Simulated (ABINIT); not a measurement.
A run of ABINIT 10.8.3 (patched build):

Contents of run.abi:

```
ndtset 2

pp_dirpath "./"
pseudos "Mo.upf, P.upf"

acell 3.223 3.223 3.191 Angstrom
rprim
     1.0000000000     0.0000000000     0.0000000000
    -0.5000000000     0.8660254038     0.0000000000
     0.0000000000     0.0000000000     1.0000000000
ntypat 2
znucl 42 15
natom 2
typat 1 2
xred
     0.0000000000     0.0000000000     0.0000000000
     0.3333333333     0.6666666667     0.5000000000

ecut 40.0

ixc 7

occopt 3
tsmear 0.05 eV

nstep 100

iomode 3
prtwf 0
prteig 0
prtebands 0
prtden1 1

kptopt1 1
ngkpt1 10 10 8
nshiftk1 1
shiftk1 0.0 0.0 0.0
nband1 14
tolvrs1 1.0e-10

iscf2 -2
getden2 1
nband2 18
nbdbuf2 2
tolwfr2 1.0e-12
kptopt2 -7
ndivsm2 5
prteig2 1
kptbounds2
     0.0000000000     0.0000000000     0.0000000000
     0.5000000000     0.0000000000     0.0000000000
     0.3333333333     0.3333333333     0.0000000000
     0.0000000000     0.0000000000     0.0000000000
     0.0000000000     0.0000000000     0.5000000000
     0.5000000000     0.0000000000     0.5000000000
     0.3333333333     0.3333333333     0.5000000000
     0.0000000000     0.0000000000     0.5000000000
```

Potentials or basis: PseudoDojo NC SR LDA v0.4 stringent.

Launch:

```console
$ abinit run.abi > log 2>&1
```

Hardware: 1 thread of Arm Neoverse V2, with other jobs on the host.

Task: How long does it take, and how much memory?

Result: It took 80 s on 1 thread of Arm Neoverse V2, with other jobs on the host, peak memory 0.11 GiB. Counts: scf iterations 9, mpi ranks 1, k points 70, bands 14, plane waves 2360.
